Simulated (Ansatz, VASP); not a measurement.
**Ag in VASP and in Ansatz**

```
CELL_PARAMETERS angstrom
2.73475 0.00000 0.00000
-1.36738 2.36837 0.00000
0.00000 0.00000 4.47104
ATOMIC_POSITIONS crystal
Ag 0.33333 0.66667 0.25000
Ag 0.66667 0.33333 0.75000
```

Alike in both runs: functional PBEsol; k mesh 18 × 18 × 10; occupations gaussian, width 0.1 eV; no spin polarisation.

Ansatz relaxed the structure, and its values are those at the end. VASP's run is a single point on that final structure, the one shown.

```csv
,VASP,Ansatz
version,VASP 6.6.1,Ansatz 0.2.0
potentials or method,"VASP PAW PBE potentials, release 64 (Ag)","scalar-relativistic, plane waves, PAW"
plane-wave cutoff (eV),520,420
valence electrons in the cell,22,38
```

```tsv
	VASP	Ansatz	Ansatz less VASP
gap on the k mesh at the Fermi level (eV)	none	none	-
pressure (GPa)	24.5	25.0	+0.49
```

A gap of «none» marks a metal or a gap that the smearing closes. With one functional, cell and mesh, what is left measures potentials, basis and numerics. The two sets of potentials don't hold the same shells in valence.

Caveats: so large a pressure means that the cell lies far from this level's equilibrium, or that cutoff or potentials fall short (VASP); the potentials were made for another functional, which shifts forces and pressure (VASP).
